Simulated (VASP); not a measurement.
**Na: single point with RPBE**

Na, in a box:

```xyz
1
Lattice="10.5000 0.0000 0.0000 0.0000 11.0000 0.0000 0.0000 0.0000 11.5000" Properties=species:S:1:pos:R:3 pbc="T T T"
Na    5.2500    5.5500    5.7500
```

```yaml
Program: VASP 6.6.1
Task: single point
Functional: RPBE
Potentials_or_basis: VASP PAW PBE potentials, release 64 (Na_pv)
Cutoff: 400 eV
k_mesh: 1 × 1 × 1
Occupations: gaussian, width 0.01 eV
Spin: collinear spin, ferromagnetic start
Starting_moments: "[0.5] μB"
Fixed_moment: 1 μB
Further_INCAR_settings: ALGO = Normal; EDIFF = 1e-06; NBANDS = 14; ISYM = 0
```

The net moment is 1.00 μB per cell. The site moments are Na +0.11 μB and the valence electrons inside the program's atomic spheres are Na 6.05.

Wall time 27 s on 4 MPI ranks on AMD EPYC 9R45 (Zen 5), on a shared host, peak memory 0.34 GiB a rank.

Caveat: the total moment is fixed, so each spin has its own Fermi level.
